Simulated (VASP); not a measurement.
A run of VASP 6.6.1 is set up as follows.

Contents of POSCAR:

```
Cu
1.0
    0.0000000000      1.8075000000      1.8075000000
    1.8075000000      0.0000000000      1.8075000000
    1.8075000000      1.8075000000      0.0000000000
Cu
1
Direct
    0.0000000000      0.0000000000      0.0000000000
```

File INCAR.step1:

```
SYSTEM = Cu
ALGO = Normal
EDIFF = 1E-6
ENCUT = 500
GGA = PE
ISIF = 2
ISMEAR = -1
LASPH = .True.
LCHARG = .True.
LMAXMIX = 4
LREAL = .False.
LWAVE = .False.
NELM = 60
PREC = Accurate
SIGMA = 0.05
```

The input KPOINTS.step1:

```
k-points
0
Gamma
  13 13 13
  0 0 0
```

The input INCAR.step2:

```
SYSTEM = Cu
ALGO = Normal
EDIFF = 1E-6
ENCUT = 500
GGA = PE
ICHARG = 11
ISIF = 2
ISMEAR = 0
LASPH = .True.
LCHARG = .False.
LMAXMIX = 4
LREAL = .False.
LWAVE = .False.
NELM = 60
PREC = Accurate
SIGMA = 0.05
```

The input KPOINTS.step2:

```
path GXWKGLUWLK,UX
10
line-mode
reciprocal
 0.0000000000  0.0000000000  0.0000000000  G
 0.5000000000  0.0000000000  0.5000000000  X

 0.5000000000  0.0000000000  0.5000000000  X
 0.5000000000  0.2500000000  0.7500000000  W

 0.5000000000  0.2500000000  0.7500000000  W
 0.3750000000  0.3750000000  0.7500000000  K

 0.3750000000  0.3750000000  0.7500000000  K
 0.0000000000  0.0000000000  0.0000000000  G

 0.0000000000  0.0000000000  0.0000000000  G
 0.5000000000  0.5000000000  0.5000000000  L

 0.5000000000  0.5000000000  0.5000000000  L
 0.6250000000  0.2500000000  0.6250000000  U

 0.6250000000  0.2500000000  0.6250000000  U
 0.5000000000  0.2500000000  0.7500000000  W

 0.5000000000  0.2500000000  0.7500000000  W
 0.5000000000  0.5000000000  0.5000000000  L

 0.5000000000  0.5000000000  0.5000000000  L
 0.3750000000  0.3750000000  0.7500000000  K

 0.6250000000  0.2500000000  0.6250000000  U
 0.5000000000  0.0000000000  0.5000000000  X
```

Potentials or basis: VASP PAW PBE potentials, release 64 (Cu).

Command:

```console
$ cat potpaw_PBE.64/Cu/POTCAR > POTCAR
$ cp INCAR.step1 INCAR
$ cp KPOINTS.step1 KPOINTS
$ mpirun -np 1 vasp_std > vasp.out
$ cp INCAR.step2 INCAR
$ cp KPOINTS.step2 KPOINTS
$ mpirun -np 1 vasp_std > vasp.out
```

(1) What does it give for the band gap along the path?

Results:

(1) none (metal or under the smearing width).
